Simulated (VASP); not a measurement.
ZnGeP2: relaxation of cell and atoms with PBE+D3(BJ)

The system is ZnGeP2.

```
Zn Ge P
1.0
    -2.71765    2.71765    5.35202
     2.71765   -2.71765    5.35202
     2.71765    2.71765   -5.35202
Zn Ge P
2 2 4
Cartesian
  0.0000 0.0000 0.0000
  0.0000 2.7177 2.6760
  0.0000 0.0000 5.3520
  2.7177 0.0000 2.6760
  1.3756 1.3588 1.3380
  1.3588 4.0597 -1.3380
  1.3421 1.3588 6.6900
  1.3588 -1.3421 4.0140
```

```yaml
Program: VASP 6.6.1
Task: relaxation of cell and atoms
Functional: PBE
Dispersion: D3(BJ)
Potentials_or_basis: VASP PAW PBE potentials, release 64 (Zn, Ge_d, P)
Cutoff: 600 eV
k_mesh: 8 × 8 × 8
Occupations: gaussian, width 0.03 eV
Spin: no spin polarisation
Further_INCAR_settings: ALGO = Normal; EDIFF = 1e-07; IBRION = 2; EDIFFG = -0.005; NSW = 90; ISIF = 3
```

```json
{
 "Relaxed volume": "19.76 Å³/atom",
 "Relaxed cell": "a = 6.589 Å, b = 6.589 Å, c = 6.589 Å, α = 131.29°, β = 131.29°, γ = 71.35°",
 "Space group after relaxing (to 0.05 Å)": "I-42d (No. 122)",
 "Energy gained by relaxing": "0.0 meV/atom",
 "Ionic steps": "2",
 "Pressure after relaxing": "0.0 GPa",
 "Largest force after relaxing": "0.004 eV/Å",
 "Band gap on the k mesh": "1.24 eV, indirect (least direct gap 1.37 eV)",
 "Dispersion energy per atom": "-0.340 eV"
}
```

Forces on the atoms (eV/Å):
```
Zn   0.000  0.000  0.000
Zn   0.000  0.000  0.000
Ge   0.000  0.000  0.000
Ge   0.000  0.000  0.000
P   -0.004  0.000  0.000
P    0.000  0.004  0.000
P    0.004  0.000  0.000
P    0.000 -0.004  0.000
```

Final structure:
```
Zn Ge P
1.0
    -2.71714    2.71714    5.35288
     2.71714   -2.71714    5.35288
     2.71714    2.71714   -5.35288
Zn Ge P
2 2 4
Direct
  0.00000 0.00000 0.00000
  0.75000 0.25000 0.50000
  0.50000 0.50000 0.00000
  0.25000 0.75000 0.50000
  0.37500 0.37802 0.50302
  0.62198 0.12500 0.99698
  0.87500 0.87198 0.49698
  0.12802 0.62500 0.00302
```

Levels at points of the mesh, in eV from the valence-band top:
```tsv
k point	band 33	band 34	band 35	band 36	band 37	band 38	band 39	band 40
(0.00, 0.00, 0.00)	-2.62	-0.08	-0.08	0.00	1.37	1.45	1.61	3.16
(0.50, 0.00, 0.00)	-2.51	-1.90	-1.67	-0.99	2.42	2.53	2.81	3.99
(0.50, 0.50, 0.00)	-1.22	-1.22	-0.76	-0.76	1.25	1.25	3.03	3.03
(0.50, 0.50, 0.50)	-1.95	-1.95	-1.39	-1.39	1.24	1.24	1.47	1.47
```

Wall time 17 min on 2 MPI ranks on AMD EPYC 7R43 64-Core Processor (Zen 3), with other jobs on the host, peak memory 0.66 GiB a rank.

A k mesh can miss the band edges. A hybrid or GW would open this gap; PBE tends to underestimate it.
